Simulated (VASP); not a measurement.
# C (C2/m) in VASP: single point with PBE0

Aim: the single point of C with PBE0.

Program: VASP 6.6.1. These are calculated values, not measurements. Logs are shortened: lines on timing, memory, paths and dates and some standing lists are left out, and cuts for length are marked.

## (1) The crystal as given

The structure is monoclinic, space group C2/m (No. 12). Conventional cell: a = 4.261 Å, b = 2.460 Å, c = 3.832 Å, α = 90.00°, β = 111.43°, γ = 90.00°. C (site symmetry m) is surrounded by 3 C at 1.42 Å.

This is a stacking variant of graphite.

## (2) Single point, PBE0

POSCAR

```
C
1.0
    2.1303800000     -1.2299500000     -0.0056400000
    2.1303800000      1.2299500000     -0.0056400000
   -1.3903300000      0.0000000000      3.5706600000
C
2
Direct
    0.8333500000      0.8333500000      0.0000500000
    0.1666500000      0.1666500000      0.9999500000
```

INCAR.step1

```
SYSTEM = C
PREC = Accurate
ENCUT = 520
EDIFF = 1E-5
ISMEAR = 0
SIGMA = 0.02
LREAL = .FALSE.
LASPH = .TRUE.
NELM = 60
ALGO = Normal
ISIF = 2
LWAVE = .TRUE.
LCHARG = .FALSE.
NBANDS = 11
GGA = PE
```

INCAR.step2

```
SYSTEM = C
PREC = Accurate
ENCUT = 520
EDIFF = 1E-6
ISMEAR = 0
SIGMA = 0.02
LREAL = .FALSE.
LASPH = .TRUE.
NELM = 60
ALGO = Normal
ISIF = 2
LWAVE = .FALSE.
LCHARG = .FALSE.
GGA = PE
LHFCALC = .TRUE.
AEXX = 0.25
PRECFOCK = Fast
NBANDS = 11
ISTART = 1
```

KPOINTS

```
regular mesh
0
G
  8 8 6
  0 0 0
```

Potentials or basis: VASP PAW PBE potentials, release 64 (C).

Run with:

```bash
$ cat potpaw_PBE.64/C/POTCAR > POTCAR
$ cp INCAR.step1 INCAR
$ mpirun -np 1 vasp_std > vasp.out
$ cp INCAR.step2 INCAR
$ mpirun -np 1 vasp_std > vasp.out
```

OUTCAR:

```text
SYSTEM = C
   PREC = Accurate
   ENCUT = 520
   EDIFF = 1E-6
   ISMEAR = 0
   LREAL = .FALSE.
   LASPH = .TRUE.
   NELM = 60
   ISIF = 2
   GGA = PE
   LHFCALC = .TRUE.
   AEXX = 0.25
   PRECFOCK = Fast
   ISTART = 1

 ion  position               nearest neighbor table
   1  0.833  0.833  0.000-   2 1.42   2 1.42   2 1.42
   2  0.167  0.167  1.000-   1 1.42   1 1.42   1 1.42

  LATTYP: Found a base centered monoclinic cell.
 ALAT       =     4.2607749314
 B/A-ratio  =     0.5773362920
 C/A-ratio  =     0.8993181089
 COS(beta)  =    -0.3653063877

  Lattice vectors:

 A1 = (   2.1303800000,  -1.2299500000,  -0.0056400000)
 A2 = (   2.1303800000,   1.2299500000,  -0.0056400000)
 A3 = (  -1.3903300000,   0.0000000000,   3.5706600000)

Analysis of symmetry for initial positions (statically):
=====================================================================
 Subroutine PRICEL returns:
 Original cell was already a primitive cell.

 Routine SETGRP: Setting up the symmetry group for a
 base centered monoclinic supercell.

 Subroutine GETGRP returns: Found  4 space group operations
 (whereof  4 operations were pure point group operations)
 out of a pool of  4 trial point group operations.

The static configuration has the point symmetry C_2h.

Analysis of symmetry for dynamics (positions and initial velocities):
=====================================================================
 Subroutine PRICEL returns:
 Original cell was already a primitive cell.

 Routine SETGRP: Setting up the symmetry group for a
 base centered monoclinic supercell.

 Subroutine GETGRP returns: Found  4 space group operations
 (whereof  4 operations were pure point group operations)
 out of a pool of  4 trial point group operations.

The dynamic configuration has the point symmetry C_2h.

 Subroutine INISYM returns: Found  4 space group operations
 (whereof  4 operations are pure point group operations),
 and found     1 'primitive' translations

----------------------------------------------------------------------------------------

                                     Primitive cell

  volume of cell :      18.6928

  direct lattice vectors                    reciprocal lattice vectors
     2.130380000 -1.229950000 -0.005640000     0.234942100 -0.406520590  0.091480861
     2.130380000  1.229950000 -0.005640000     0.234942100  0.406520590  0.091480861
    -1.390330000  0.000000000  3.570660000     0.000742201  0.000000000  0.280349264

  length of vectors
     2.459944665  2.459944665  3.831792054     0.478357114  0.478357114  0.280350247

  position of ions in fractional coordinates (direct lattice)
     0.833350000  0.833350000  0.000050000
     0.166650000  0.166650000  0.999950000

  ion indices of the primitive-cell ions
   primitive index   ion index
                 1           1
                 2           2

----------------------------------------------------------------------------------------

 KPOINTS: regular mesh

Automatic generation of k-mesh.
 Grid dimensions read from file:
 generate k-points for:    8    8    6

 Generating k-lattice:

  Cartesian coordinates                     Fractional coordinates (reciprocal lattice)
     0.029367763 -0.050815074  0.011435108     0.125000000 -0.000000000  0.000000000
     0.029367763  0.050815074  0.011435108    -0.000000000  0.125000000  0.000000000
     0.000123700  0.000000000  0.046724877    -0.000000000 -0.000000000  0.166666667

  Length of vectors
     0.059794639  0.059794639  0.046725041

  Shift w.r.t. Gamma in fractional coordinates (k-lattice)
     0.000000000  0.000000000  0.000000000

 Subroutine IBZKPT returns following result:
 ===========================================

 Found    114 irreducible k-points:

 Following reciprocal coordinates:
            Coordinates               Weight
  0.000000  0.000000  0.000000      1.000000
  0.125000 -0.000000  0.000000      4.000000
  0.250000 -0.000000  0.000000      4.000000
  0.375000 -0.000000  0.000000      4.000000
  0.500000 -0.000000  0.000000      2.000000
  0.125000  0.125000  0.000000      2.000000
[... 16 lines left out ...]
  0.125000  0.000000  0.166667      4.000000
  0.250000 -0.000000  0.166667      4.000000
 [... further k-points ...]
   k-points           NKPTS =    114   k-points in BZ     NKDIM =    384   number of bands    NBANDS=     11
   number of dos      NEDOS =    301   number of ions     NIONS =      2
   total plane-waves  NPLWV =   9072
   dimension x,y,z NGX =    18 NGY =   18 NGZ =   28
   dimension x,y,z NGXF=    36 NGYF=   36 NGZF=   56
   ions per type =               2
   NGX,Y,Z   is equivalent  to a cutoff of  12.16, 12.16, 12.15 a.u.
   NGXF,Y,Z  is equivalent  to a cutoff of  24.33, 24.33, 24.30 a.u.
 SYSTEM =  C
   PREC   = accura    normal or accurate (medium, high low for compatibility)
   ISTART =      1    job   : 0-new  1-cont  2-samecut
   ICHARG =      0    charge: 1-file 2-atom 10-const
   ISPIN  =      1    spin polarized calculation?
   LNONCOLLINEAR =      F non collinear calculations
   LSORBIT =      F    spin-orbit coupling
   LASPH  =      T    aspherical Exc in radial PAW
   ENCUT  =  520.0 eV  38.22 Ry    6.18 a.u.   4.57  4.57  7.12*2*pi/ulx,y,z
   NELM   =     60;   NELMIN=  2; NELMDL=  0     # of ELM steps
   EDIFF  = 0.1E-05   stopping-criterion for ELM
   LREAL  =      F    real-space projection
   EDIFFG = 0.1E-04   stopping-criterion for IOM
   NSW    =      0    number of steps for IOM
   IBRION =     -1    ionic relax: 0-MD 1-quasi-New 2-CG
   NFREE  =      0    steps in history (QN), initial steepest desc. (CG)
   ISIF   =      2    stress and relaxation
   ISYM   =      3    0-nonsym 1-usesym 2-fastsym
   POTIM  = 0.5000    time-step for ionic-motion
   TEBEG  =    0.0;   TEEND  =   0.0 temperature during run
   PSTRESS=    0.0 pullay stress
   NELECT =       8.0000    total number of electrons
   NUPDOWN=      -1.0000    fix difference up-down
   EMIN   =  10.00;   EMAX   =-10.00  energy-range for DOS
   EFERMI =   0.00;   METHOD = LEGACY
   ISMEAR =     0;   SIGMA  =   0.02  broadening in eV -4-tet -1-fermi 0-gaus
   EFERMI_NEDOS =   21; number of points for ismear=-14 and -15
   IALGO  =     38    algorithm
   IMIX   =      1    mixing-type and parameters
     AMIX     =   0.40;   BMIX     =  1.00
     AMIX_MAG =   1.60;   BMIX_MAG =  1.00
  volume/ion in A,a.u.               =       9.35        63.07
  Fermi-wavevector in a.u.,A,eV,Ry     =   1.233710  2.331374 20.708620  1.522041
  Thomas-Fermi vector in A             =   2.368429
   LORBIT       =      0    0 simple, 1 ext, 2 COOP (PROOUT), +10 PAW based schemes
   GGA     = PE    functional components
   LHFCALC =     T    Hartree Fock is set to
   PRECFOCK=fast      Normal, Fast or Accurate (Low or Medium for compatibility)
   ENCUT4O =  -1.0   cutoff for four orbital integrals eV
   NKREDX  =     1    reduce k-point grid by
   NKREDY  =     1    reduce k-point grid by
   NKREDZ  =     1    reduce k-point grid by
   AEXX    =    0.2500 exact exchange contribution
   HFSCREEN=    0.0000 screening length (either q_TF or 0.3 A-1)
   HFSCREENC=   0.0000 screening length for correlation (either q_TF or 0.3 A-1)
   ENCUTFOCK=  -1.0 apply spherical cutoff to Coloumb kernel
   IVDW    =     0    specifies the selected vdW correction
   LEPSILON=     F    determine dielectric tensor
   LRPA    =     F    only Hartree local field effects (RPA)
 non-spin polarized calculation
 Gauss-broadening in eV      SIGMA  =   0.02
  energy-cutoff  :      520.00
  volume of cell :       18.69
 maximum number of plane-waves:       517
  NGX = 12; NGY = 12; NGZ = 18

 number of electron       8.0000000 magnetization

 Free energy of the ion-electron system (eV)
  ---------------------------------------------------
  ext. energy  EPLUGINS =         0.00000000
  ---------------------------------------------------
  free energy    TOTEN  =       -22.23483842 eV

  energy without entropy =      -22.23483842  energy(sigma->0) =      -22.23483842

 E-fermi :   3.0624     XC(G=0):  -7.8255

 val. band max:        2.8534504860   @ k =  -0.2500   0.3750   0.1667
 cond. band min:       5.5694576568   @ k =  -0.3750   0.3750   0.5000
 fundamental gap:      2.7160071708
 Fermi energy:         3.0623602894

 k-point     1 :       0.0000    0.0000    0.0000
  band No.  band energies     occupation
      1     -18.4762      2.00000
      2      -4.3475      2.00000
      3      -0.2342      2.00000
      4      -0.2338      2.00000
      5       8.6387      0.00000
      6      13.8523      0.00000
      7      13.8535      0.00000
      8      17.6549      0.00000
      9      18.5737      0.00000
     10      28.2878      0.00000
     11      29.2330      0.00000

 k-point     2 :       0.1250   -0.0000    0.0000
  band No.  band energies     occupation
      1     -18.0669      2.00000
      2      -3.8939      2.00000
      3      -1.7426      2.00000
      4      -0.9926      2.00000
      5       9.1870      0.00000
      6      13.9235      0.00000
      7      15.4709      0.00000
      8      16.2442      0.00000
      9      19.3135      0.00000
     10      27.7660      0.00000
     11      29.5181      0.00000

 k-point     3 :       0.2500   -0.0000    0.0000
  band No.  band energies     occupation
      1     -16.8498      2.00000
      2      -5.0551      2.00000
      3      -2.5507      2.00000
      4      -2.4188      2.00000
      5      10.8076      0.00000
      6      12.9340      0.00000
      7      13.6068      0.00000
      8      19.3446      0.00000
      9      21.1727      0.00000
     10      24.7432      0.00000
     11      27.9952      0.00000
[... 267 lines left out ...]
 k-point    23 :       0.1250    0.0000    0.1667
  band No.  band energies     occupation
      1     -18.0018      2.00000
      2      -4.4938      2.00000
      3      -1.7565      2.00000
      4      -0.9913      2.00000
      5      10.7698      0.00000
      6      13.9216      0.00000
      7      15.4575      0.00000
      8      16.3459      0.00000
      9      19.2312      0.00000
     10      26.3753      0.00000
     11      29.2919      0.00000

 k-point    24 :       0.2500   -0.0000    0.1667
  band No.  band energies     occupation
      1     -16.7753      2.00000
      2      -5.0815      2.00000
      3      -3.2246      2.00000
      4      -2.4193      2.00000
      5      12.5694      0.00000
      6      13.2901      0.00000
      7      13.6545      0.00000
      8      19.3314      0.00000
      9      20.8468      0.00000
     10      24.9568      0.00000
     11      28.0079      0.00000

 [... further k-points ...]
[... 5 lines left out ...]
  --------------------------------------------------------------------------------------
  -------------------------------------------------------------------------------------
  Total       -0.5274390     -0.5244582      0.1180840      0.0000000      0.0000000     -0.0001923
  in kB      -45.2072116    -44.9517237     10.1210710      0.0000000      0.0000000     -0.0164802
  external PRESSURE =     -26.6792881 kB  Pullay stress =       0.0000000 kB

 VOLUME and BASIS-vectors are now :
 -----------------------------------------------------------------------------
  energy-cutoff  :      520.00
  volume of cell :       18.69
      direct lattice vectors                 reciprocal lattice vectors
     2.130380000 -1.229950000 -0.005640000     0.234942100 -0.406520590  0.091480861
     2.130380000  1.229950000 -0.005640000     0.234942100  0.406520590  0.091480861
    -1.390330000  0.000000000  3.570660000     0.000742201  0.000000000  0.280349264

 POSITION                                       TOTAL-FORCE (eV/Angst)
 -----------------------------------------------------------------------------------
      3.55063      0.00000     -0.00922         0.001242      0.000000     -0.003190
     -0.68020      0.00000      3.56860        -0.001242      0.000000      0.003190
 -----------------------------------------------------------------------------------
    total drift:                                0.000000      0.000000      0.000000

  FREE ENERGIE OF THE ION-ELECTRON SYSTEM (eV)
  ---------------------------------------------------
  free  energy   TOTEN  =       -22.2348384189 eV

  energy  without entropy=      -22.2348384189  energy(sigma->0) =      -22.23483842
```

Run time: 25 min. Hardware: 1 thread of Intel Xeon Platinum 8259CL at 2.50GHz (Skylake/Cascade Lake), shared host; peak memory 0.15 GiB.

Results:

| Property | Result |
| --- | --- |
| Free energy | -22.2348 eV |
| Pressure | -2.7 GPa |
| Largest force | 0.003 eV/Å |
| Band gap on the k mesh | 2.72 eV, indirect (least direct gap 2.72 eV) |

Forces in eV/Å, atoms in the order of the input:
```
C    0.001  0.000 -0.003
C   -0.001  0.000  0.003
```

Levels at points of the mesh, in eV from the valence-band top:
```csv
k point,band 1,band 2,band 3,band 4,band 5,band 6,band 7,band 8,band 9
"(0.00, 0.00, 0.00)",-21.33,-7.20,-3.09,-3.09,5.79,11.00,11.00,14.80,15.72
"(0.50, 0.00, 0.00)",-15.55,-14.30,-6.77,-1.69,4.04,10.07,13.88,14.32,20.62
"(0.50, 0.50, 0.00)",-15.48,-14.25,-6.80,-2.25,3.43,9.79,15.33,16.61,21.82
"(0.00, 0.00, 0.50)",-21.14,-8.77,-3.10,-3.10,10.96,10.97,11.50,14.95,15.58
"(0.50, 0.00, 0.50)",-15.48,-14.24,-6.80,-2.27,3.40,9.79,15.38,16.73,21.84
"(0.50, 0.50, 0.50)",-15.55,-14.30,-6.77,-1.72,4.01,10.07,13.93,14.40,20.65
```

Caveat: the PAW data sets were made with another functional, which shifts forces and pressure a little; this functional lacks dispersion, which binds the layers, so the pressure and a relaxed spacing across them are unreliable.
